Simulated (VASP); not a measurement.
Wanted: the native input for a VASP 6.6.1 run.

- Task: relaxation of cell and atoms
- Functional: PBE
- Potentials or basis: VASP PAW PBE potentials, release 64 (Cu, Au)
- Cutoff: 600 eV
- k mesh: 10 × 10 × 10
- Occupations: methfessel-paxton, width 0.1 eV
- Spin: no spin polarisation
- Further INCAR settings: ALGO = Normal; EDIFF = 1e-06; IBRION = 2; EDIFFG = -0.01; NSW = 90; ISIF = 3

The structure of Cu3Au (Auricupride) lies in POSCAR:

```
Cu3Au
1.0
    3.7400000000      0.0000000000      0.0000000000
    0.0000000000      3.7400000000      0.0000000000
    0.0000000000      0.0000000000      3.7400000000
Cu Au
3 1
Direct
    0.0000000000      0.5000000000      0.5000000000
    0.5000000000      0.0000000000      0.5000000000
    0.5000000000      0.5000000000      0.0000000000
    0.0000000000      0.0000000000      0.0000000000
```

These files were run (other wordings do the same):

INCAR

```
  PREC = Accurate
  ENCUT = 600
  EDIFF = 1E-6
  ISMEAR = 1
  SIGMA = 0.1
  LREAL = F
  LASPH = T
  NELM = 80
  ALGO = Normal
  ISIF = 3
  LWAVE = F
  LCHARG = F
  GGA = PE
  IBRION = 2
  NSW = 90
  EDIFFG = -0.01
```

KPOINTS

```
regular mesh
0
Gamma
  10 10 10
```

Potentials or basis: VASP PAW PBE potentials, release 64 (Cu, Au).

The run is started by

```sh
$ cat potpaw_PBE.64/Cu/POTCAR potpaw_PBE.64/Au/POTCAR > POTCAR
$ mpirun -np 1 vasp_std > vasp.out
```

It gave:

```json
{"Relaxed volume": "13.53 Å³/atom", "Relaxed cell": "a = 3.783 Å, b = 3.783 Å, c = 3.783 Å, α = 90.00°, β = 90.00°, γ = 90.00°", "Space group after relaxing (to 0.05 Å)": "Pm-3m (No. 221)", "Energy gained by relaxing": "7.0 meV/atom", "Ionic steps": "3", "Pressure after relaxing": "0.0 GPa", "Band gap on the k mesh": "none (metal or under the smearing width)"}
```

It took 3.4 min on 1 thread of Intel(R) Xeon(R) Platinum 8488C (Sapphire Rapids) (shared host), peak memory 0.23 GiB.
